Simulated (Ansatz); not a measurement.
## Carrier properties of LaAlO3 (Pm-3m)

Given:

```xyz
5
Lattice="3.7870 0.0000 0.0000 0.0000 3.7870 0.0000 0.0000 0.0000 3.7870" Properties=species:S:1:pos:R:3 pbc="T T T"
La     1.8935     1.8935     1.8935
Al     0.0000     0.0000     0.0000
O      0.0000     1.8935     0.0000
O      1.8935     0.0000     0.0000
O      0.0000     0.0000     1.8935
```

Method: r2SCAN with spin-orbit coupling, rigid bands (plane waves, PAW; Ansatz, an electronic-structure program). Cell: cell and atoms relaxed with r2SCAN.

| Quantity | Value |
|---|---|
| band gap | 4.01 eV |
| electron conductivity mass (300 K, dilute) | 0.59 mₑ |
| hole conductivity mass (300 K, dilute) | 1.58 mₑ |
| effective density of states N_c (300 K) | 2.2e19 cm⁻³ |
| effective density of states N_v (300 K) | 3.8e20 cm⁻³ |
| density-of-states mass, electrons | 0.91 mₑ |
| density-of-states mass, holes | 6.1 mₑ |
| Seebeck coefficient, n-type 1e19 cm⁻³, 300 K | -285 μV/K |
| best n-type power factor at 300 K for τ = 10 fs (best axis; densities from 1e16 to 1e21 cm⁻³ tried, whether or not they can be reached) | 6.0 μW/(cm·K²) at 1e20 cm⁻³ |
| Seebeck coefficient, p-type 1e19 cm⁻³, 300 K | 543 μV/K |

Rigid bands; masses and Seebeck coefficients take one relaxation time τ for all states and one kind of carrier; polarons and phonon drag are left out.

LaAlO3 (Pm-3m): a high-temperature phase held by its symmetry.
